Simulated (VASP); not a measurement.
Here is a VASP 6.6.1 calculation.

Contents of INCAR:

```
SYSTEM = W
PREC = Accurate ; ENCUT = 600
EDIFF = 1E-6 ; ISMEAR = -1
SIGMA = 0.05 ; LREAL = .FALSE.
LASPH = .TRUE. ; NELM = 60
ALGO = Fast ; ISIF = 3
LWAVE = .FALSE. ; LCHARG = .FALSE.
GGA = PE ; IVDW = 11
IBRION = 2 ; NSW = 60
EDIFFG = -0.005
```

Contents of KPOINTS:

```
Automatic mesh
0
G
  12 12 12
  0 0 0
```

POSCAR

```
W
1.0
   -1.5823450000      1.5823450000      1.5823450000
    1.5823450000     -1.5823450000      1.5823450000
    1.5823450000      1.5823450000     -1.5823450000
W
1
Direct
    0.0000000000      0.0000000000      0.0000000000
```

Potentials or basis: VASP PAW PBE potentials, release 64 (W_sv).

Launch:

```console
$ cat potpaw_PBE.64/W_sv/POTCAR > POTCAR
$ mpirun -np 1 vasp_std > vasp.out
```

**Question.** What does it give for the space group after relaxing (to 0.05 Å)?

**Answer.** Im-3m (No. 229).

**Question.** Estimate the relaxed volume.

**Answer.** 15.79 Å³/atom.

**Question.** What does it give for the band gap on the k mesh?

**Answer.** None (metal or under the smearing width).

**Question.** What does it give for the dispersion energy per atom?

**Answer.** -0.623 eV.

Final structure:
```xyz
1
Lattice="-1.5803 1.5803 1.5803 1.5803 -1.5803 1.5803 1.5803 1.5803 -1.5803" Properties=species:S:1:pos:R:3 pbc="T T T"
W     0.0000    0.0000    0.0000
```

Caveat: pairwise dispersion overbinds metals, which lowers pressure and volume. Spin-orbit coupling is left out, which matters for the levels of W.
